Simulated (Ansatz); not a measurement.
# GaN (model cell, started as NiAs type): a soft mode frozen in, part 3 of 3

Aim: this structure of GaN (model cell, started as NiAs type) is to be tested for unstable modes, and one is followed downhill.

Ansatz 0.2.0; DFT PBEsol, scalar-relativistic, plane waves, PAW; PAW set soft_1.

So far. Step 5 (Energy along the mode, all amplitudes (two of the runs …): The lowest of the steps tried is at 0.08 Å, 0.049 meV/atom below the parent; the bottom of the well need not coincide with a step. Step 7 (The new phase in its own primitive cell): The forces vanish by symmetry and the pressure is -0.001 GPa, within the tolerances set. The cell now holds 11.38 Å³/atom. The relaxed cell has a = 4.498 Å (conventional setting).

The structure was built from a prototype and need not be the compound's stable phase.

### Step 8. Modes of the new phase, k-mesh 12×12×12

A relaxed structure may still be a saddle point, so its zone-centre modes are computed. The response to a homogeneous field gives the Born charges and the dielectric tensor, and its change with displacement the Raman tensors.

Contents of input.yaml:

```yaml
crystal:
  lattice:
    - [0.0, 2.2491534043, 2.2491534043]
    - [2.2491534043, 0.0, 2.2491534043]
    - [2.2491534043, 2.2491534043, 0.0]
  atoms:
    - { symbol: Ga, position: [0.5, 0.5, 0.5] }
    - { symbol: "N", position: [0.25, 0.25, 0.25] }
kpoints:
  mp_grid: { grid: [12, 12, 12] }
hamiltonian:
  xc: pbesol
  pseudopotentials: { kind: paw, azcp: { folder: soft_1 }, xc_functional: pbe }
scf:
  occupations: { method: fixed }
output:
  eigenvalues: true
phonons:
  method: dfpt
  dielectric: true
  rigid_motions: translations
  raman: true
```

Run with:

```console
> ansatz run input.yaml --threads 4 --pin off --max-ram 10240MiB --backend cpu --events-out ev --progress --plain --runs-dir out
```

Numbers of over 12 decimals in the logs are rounded to 6 here.

What it wrote:

```text
[...]
Crystal: 2 atoms, lattice volume = 22.756 Å³
Basis set: ecut = 420 eV, 459 PW (Γ), exchange–correlation on 48×48×48 points (8 copies of the dense FFT grid, shifted against one another)
Bands: 13, of which v1, the nominal top of the filled ones, is band 9 counted from 1 (8 counted from 0)
Symmetry: 24 space group operations
k-points: 280 of 1728 (irreducible under 4 space group operations, time reversal used)
[...]
SCF iter   1: F=—  HF=-4123.408767 eV  |F-HF|=—  |Δ(HF+E_count)|=         —  Δρ=1.04e-1  dr2=2.08e0  ethr=3.10e-3  ⟨swp⟩=4.0  Hψ=16063  notcnv=0  defer=422
[...]
SCF iter   9: F=-4122.838340 eV  HF=-4122.838340 eV  |F-HF|=9.09e-13  |Δ(HF+E_count)|=  1.82e-12  Δρ=2.18e-8  dr2=6.37e-14  ethr=1.00e-12  ⟨swp⟩=4.0  Hψ=17562  notcnv=0
SCF 1 converged in 9 iterations: F = -4122.838340 eV  dr2 = 6.37e-14
[...]
NSCF: frozen V_eff on 1 k-points
DFPT response loops at Γ: preconditioner auto → none (the input reference at scf.mixing.eps_inf says where Resta's filter doesn't serve); β = 0.50; Broyden in place of MSR1
── the response to a field inside a basis, on 12×12×12 k-points: an SCF that follows is theirs, and a resumed run solves both again ──
Bands: 10, of which v1, the nominal top of the filled ones, is band 9 counted from 1 (8 counted from 0)
k-points: 182
[...]
Eigensolver: Dense (182 Hₖ)
SCF iter   1: F=—  HF=-4122.839550 eV  |F-HF|=—  |Δ(HF+E_count)|=         —  Δρ=4.05e-4  dr2=9.07e-6  ethr=1.00e-1
[...]
SCF iter   6: F=-4122.839551 eV  HF=-4122.839551 eV  |F-HF|=3.64e-12  |Δ(HF+E_count)|=  4.67e-10  Δρ=3.96e-7  dr2=1.16e-11  ethr=1.39e-11
SCF 1 converged in 6 iterations: F = -4122.839551 eV  dr2 = 1.16e-11
[...]
WARN: field response: ε∞ stands inside a basis, on 12×12×12 points; the force constants stand on the 12×12×12 k-mesh, whose period is 13.50 times the interband length at k = (0.0000, 0.0000, 0.0000), direct gap 1.704 eV, under 14: take them and everything formed from them as unconverged, and compare with a denser kpoints.mp_grid
SCF converged after 9 iterations
Free energy (F): -4122.838340 eV
[...]
Internal energy: -4122.838340 eV  (E = F + TS)
E sigma→0 (E₀):  -4122.838340 eV
Fermi energy:    9.585605 eV
[...]
--- Band table (eV; the first three rows and the last of 280) ---
  k-point 0: bands = [... 5 lower, -3.5715, 9.5856, 9.5856, 9.5856, 11.2897, 19.8305, 19.8305, 19.8305]
  k-point 1: bands = [... 5 lower, -3.5725, 8.7471, 9.5092, 9.5092, 11.9551, 19.4590, 19.9504, 19.9504]
  k-point 2: bands = [... 5 lower, -3.5731, 7.2801, 9.3092, 9.3092, 12.8984, 18.7736, 20.1914, 20.1914]
  k-point 279: bands = [... 5 lower, -1.5555, 3.8221, 5.8169, 5.8642, 15.7110, 17.9959, 19.8005, 20.5428]
--- Phonons (Γ-DFPT): 2 representative perturbations + reference, on 280 of 1728 k-points (Σ response iterations 6) ---
  k mesh reduced under 4 symmetry operations, with k and −k counted as one. Each operation leaves every solved perturbation unchanged. A smaller set is not considered because the run solves the response to a homogeneous field
  ASR residual: 1.210e-6 → 0.000e0 eV/Å²; symmetrization residual: 5.779e-7 eV/Å²
  ASR residual per site (eV/Å²): 1.02e-6 1.21e-6
  Γ frequencies (cm⁻¹): 0.00 0.00 0.00 536.05 536.05 536.05
  ε∞ (high-frequency dielectric tensor):
        6.003742    -0.000000    -0.000000
       -0.000000     6.003742     0.000000
       -0.000000     0.000000     6.003742
  ε⁰ (static dielectric tensor: ions relaxed, cell fixed):
       10.562631    -0.000000    -0.000000
       -0.000000    10.562631    -0.000000
       -0.000000    -0.000000    10.562631
  ε⁰ − ε∞ (ionic part):
        4.558889    -0.000000    -0.000000
       -0.000000     4.558889    -0.000000
       -0.000000    -0.000000     4.558889
  softest optical mode at Γ: 536.05 cm⁻¹; the repairs (sum rule, projections) moved no ω² at Γ by more than (0.30 cm⁻¹)²
  Born effective charges Z* (e; rows j = field, columns β = displacement):
    site 0:
         2.65819    0.00000    0.00000
        -0.00000    2.65819    0.00000
        -0.00000    0.00000    2.65819
    site 1:
        -2.65819   -0.00000   -0.00000
         0.00000   -2.65819   -0.00000
         0.00000   -0.00000   -2.65819
  Z* charge neutrality: 3.291e-4 e pre-enforcement
  solved inside a basis spanned on kpoints, on 12×12×12 k-points transformed towards the longest dipole: ε∞ is read to err by 1.7e-2, Z* by 1.4e-2 e (field_mesh: kpoints solves on kpoints); Z* is corrected for what the basis lacks
  Raman tensors (in the event stream and the table raman_tensors.tsv): an entry may err by 4.5e-3 Å², one of the second-order susceptibility by 1.5e-2 pm/V (basis, points and sum rule); their sum over the sites missed zero by 2.319e-5 Å² ahead of its enforcement
  optical modes at Γ without the LO–TO term, one row a degenerate level:
      ω (cm⁻¹)  modes    IR ((D/Å)²/amu)  static Raman (Å⁴/amu)  depolarisation
        536.05      3            41.9289                42.0964           0.750
  optical modes at Γ + LO–TO along q̂ = [1.0000, 0.0000, 0.0000]:
      ω (cm⁻¹)  modes    IR ((D/Å)²/amu)  static Raman (Å⁴/amu)  depolarisation
        536.05      2            27.9526                28.0643           0.750
        711.01      1            13.9763                28.7028           0.750
  optical modes at Γ + LO–TO along q̂ = [0.0000, 1.0000, 0.0000]:
      ω (cm⁻¹)  modes    IR ((D/Å)²/amu)  static Raman (Å⁴/amu)  depolarisation
        536.05      2            27.9526                28.0643           0.750
        711.01      1            13.9763                28.7028           0.750
  optical modes at Γ + LO–TO along q̂ = [0.0000, 0.0000, 1.0000]:
      ω (cm⁻¹)  modes    IR ((D/Å)²/amu)  static Raman (Å⁴/amu)  depolarisation
        536.05      2            27.9526                28.0643           0.750
        711.01      1            13.9763                28.7028           0.750
```

Wall time 65 s (4 threads of AMD EPYC 7R13 (Zen 3), shared host); peak memory 1.1 GiB; 3.9 min of CPU time.

This step gave:

| Item | Value |
| --- | --- |
| sum-rule residual before enforcement | 1.21e-6 eV/Å² |
| miss of the charge sum rule | 3.29e-4 e |
| estimated error of the dielectric tensor | 0.01662 |
| estimated error of the Born charges | 0.01383 e |
| point group | -43m |
| highest optical mode at the zone centre (no LO-TO term) | 536.0 cm⁻¹ |
| lowest optical zone-centre mode | 536.0 cm⁻¹ |
| mean high-frequency dielectric constant | 6.004 |
| largest Born charge (third of the trace) | 2.658 e |
| mean static dielectric constant | 10.56 |
| top of the zone-centre spectrum with the field | 711.0 cm⁻¹ |

Without the LO-TO term. Patterns of degenerate modes are one choice out of their space. Modes at Γ, with each element's share of the kinetic energy:

| mode | frequency (cm⁻¹) | symmetry | Ga % | N % |
| --- | --- | --- | --- | --- |
| 1 | 0.0 | acoustic | 83 | 17 |
| 2 | 0.0 | acoustic | 83 | 17 |
| 3 | 0.0 | acoustic | 83 | 17 |
| 4 | 536.0 | T2 | 17 | 83 |
| 5 | 536.0 | T2 | 17 | 83 |
| 6 | 536.0 | T2 | 17 | 83 |

Displacements in mode 4 (536.0 cm⁻¹), the largest set to 1:
```
Ga1 -0.20 -0.05  0.00
N2   1.00  0.24  0.00
```

Optical modes at the zone centre, without and with the macroscopic field of the longitudinal modes; each column is sorted by frequency, so a row need not hold one and the same mode. Modes with and without the field, by row:

| rank among optical modes | no field (cm⁻¹) | q along (1, 0, 0) (cm⁻¹) |
| --- | --- | --- |
| 1 | 536 | 536 |
| 2 | 536 | 536 |
| 3 | 536 | 711 |

Born charge (rows field, columns displacement) (e), principal values of the symmetric part by kind of site:

| atom | atoms with these values | low | middle | high | mean |
| --- | --- | --- | --- | --- | --- |
| Ga1 | 1 | 2.66 | 2.66 | 2.66 | 2.66 |
| N2 | 1 | -2.66 | -2.66 | -2.66 | -2.66 |

In full for Ga1:

```
2.66 0.00 0.00
0.00 2.66 0.00
0.00 0.00 2.66
```

High-frequency dielectric tensor:

```
6.00 0.00 0.00
0.00 6.00 0.00
0.00 0.00 6.00
```

Static dielectric tensor (ions relaxed, fixed cell):

```
10.56  0.00  0.00
 0.00 10.56  0.00
 0.00  0.00 10.56
```

Transverse modes. Infrared lines, with heights relative to the strongest:

| position (cm⁻¹) | label | relative intensity |
| --- | --- | --- |
| 536 | T2 | 100 |

Activity x (w_L - w)^4 (n + 1)/w, 532 nm, 300 K; the tensors are static ones, while 532 nm light lies above the computed direct gap, where resonance would change the heights; modes without the macroscopic field alone. Lines of the Raman spectrum (strongest = 100):

| position (cm⁻¹) | label | relative intensity |
| --- | --- | --- |
| 536 | T2 | 100 |

Before it was imposed, the acoustic sum rule was missed by 1.2e-6 eV/Å² and the charge sum rule by 3.3e-4 e. Small misses are needed for a sound result but don't prove that mesh and cutoff are converged. The lowest optical mode is real, 536 cm⁻¹.

The log warns of the k mesh: “the force constants stand on the 12×12×12 k-mesh, whose period is 13.50 times the interband length at k = (0.0000, 0.0000, 0.0000), direct gap 1.704 eV, under 14: take them and everything formed from them as unconverged”.

### Step 9. Results

* unstable mode of the parent: q = (0, 0, 0), 20i cm⁻¹
* depth at the lowest point sampled: 0.049 meV/atom
* largest atomic shift at that point: 0.08 Å
* space group reached (within 0.01 Å): F-43m
* energy gained over the parent (first relaxation, on the mesh of the frozen mode): 560 meV/atom
* volume per atom, phase reached: 11.4 Å³
* gap on the k-mesh, phase reached: 1.70 eV
* lowest optical zone-centre mode, phase reached: 536 cm⁻¹
* highest optical mode at the zone centre (no LO-TO term), phase reached: 536 cm⁻¹

Along this mode the structure falls into F-43m, 560 meV/atom below the parent. At the parent's cell the well is 0.049 meV/atom deep on the steps tried, with its lowest point at a shift of 0.08 Å. Relaxing atoms and cell changes the gain by +560.25 meV/atom against the lowest step (energies at zero smearing). Most of the total comes from this relaxation. The new phase has no imaginary mode at the zone centre of its cell; other wavevectors were not checked. How so shallow a well moves with the k mesh was not tested. Of the 3 patterns followed to their end from this parent, this one reaches the lowest energy. Each path keeps the symmetry of its pattern, so a lower phase may lie along a pattern not tried. With the field response the log warns that the k mesh is coarse for the force constants too, so the frequencies may not be converged. The q mesh stands for a supercell only 8.9 Å across, so branches between the solved wavevectors are rough. The program warns that the interpolation holds no quadrupole term, so branches close to Γ can be off in this crystal. The PAW files were made for PBE and serve the other functionals too. The starting cell was built on a prototype and not taken from a measurement, so the phase need not exist.

[Logs are printed without paths, hosts, clocks, repeated set-up lines and the standing remarks that a program may print on its own settings, such as how far it seeks lower states.]

[Hosts, paths, dates, database ids (printed as entryN), source tags and the programs' standing remarks are cut or masked in the printed files.]
